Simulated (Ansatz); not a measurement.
How settings move the G0W0 gap of GaAs (F-43m)

GaAs (started from an entry of an open crystallographic database), relaxed with r2SCAN; one-shot G0W0 in Ansatz without spin-orbit coupling. No spin polarisation and no zero-point or thermal motion.

```cif
data_structure
_symmetry_space_group_name_H-M 'F-43m'
_symmetry_Int_Tables_number 216
_cell_length_a 5.6662
_cell_length_b 5.6662
_cell_length_c 5.6662
_cell_angle_alpha 90.000
_cell_angle_beta 90.000
_cell_angle_gamma 90.000
_cell_volume 181.91
loop_
_atom_site_label
_atom_site_type_symbol
_atom_site_symmetry_multiplicity
_atom_site_Wyckoff_symbol
_atom_site_fract_x
_atom_site_fract_y
_atom_site_fract_z
_atom_site_occupancy
Ga1 Ga 4 a 0.00000 0.00000 0.00000 1
As1 As 4 d 0.25000 0.25000 0.75000 1
```

Gaps are read over the mesh points alone. G0W0 here is at a finite number of bands, screening cutoff and k mesh, not at the basis limit.
```
 start       potentials      frequency model   mesh  empty bands  screening cutoff (eV)  Kohn-Sham gap (eV)  G0W0 gap (eV)
   PBE              PAW  contour deformation  6×6×6          103                    100                0.46           1.25
   PBE              PAW  contour deformation  6×6×6          249                    180                0.46           1.15
   PBE              PAW  contour deformation  6×6×6          483                    260                0.46           1.03
 HSE06              PAW  contour deformation  6×6×6          249                    180                1.36           1.64
r2SCAN              PAW  contour deformation  6×6×6          249                    180                0.96           1.43
  PBE0              PAW  contour deformation  6×6×6          249                    180                1.95           1.80
   PBE              PAW     Godby-Needs pole  6×6×6          249                    180                0.46           1.27
   PBE              PAW  contour deformation  8×8×8           73                     80                0.47           1.29
   PBE  norm-conserving  contour deformation  6×6×6          249                    180                0.46           1.17
```

G0W0 moves the gap on the mesh from 0.46 eV (PBE) to 1.03 eV (direct at Γ). Renormalisation factors Z lie between 0.72 and 0.77.

Raising bands and cutoff together moves the gap by -0.10 eV (100 to 180 eV), then -0.12 eV (180 to 260 eV); the last step is still large, so the basis limit isn't reached. Starting from HSE06 (1.36 eV against PBE's 0.46 eV) gives 1.64 eV, +0.49 eV from G0W0@PBE at the same screening cutoff. Starting from r2SCAN (0.96 eV against PBE's 0.46 eV) gives 1.43 eV, +0.28 eV from G0W0@PBE at the same screening cutoff. Starting from PBE0 (1.95 eV against PBE's 0.46 eV) gives 1.80 eV, +0.65 eV from G0W0@PBE at the same screening cutoff. The Godby-Needs plasmon pole differs from contour deformation by +0.12 eV. Norm-conserving potentials (wave cutoff 1143 eV against 420 eV) shift the quasiparticle gap by +0.02 eV and the PBE gap by 0.00 eV. On these meshes the dielectric constant comes out too large, which adds an error that these runs don't bound. r2SCAN runs take a wave cutoff of 500 eV.

The program warns that the k mesh is coarse for exact exchange in some of these runs, so their gaps aren't converged.

With a shallow d shell on the cation, G0W0 converges slowly in bands and cutoff, so these values are in doubt.
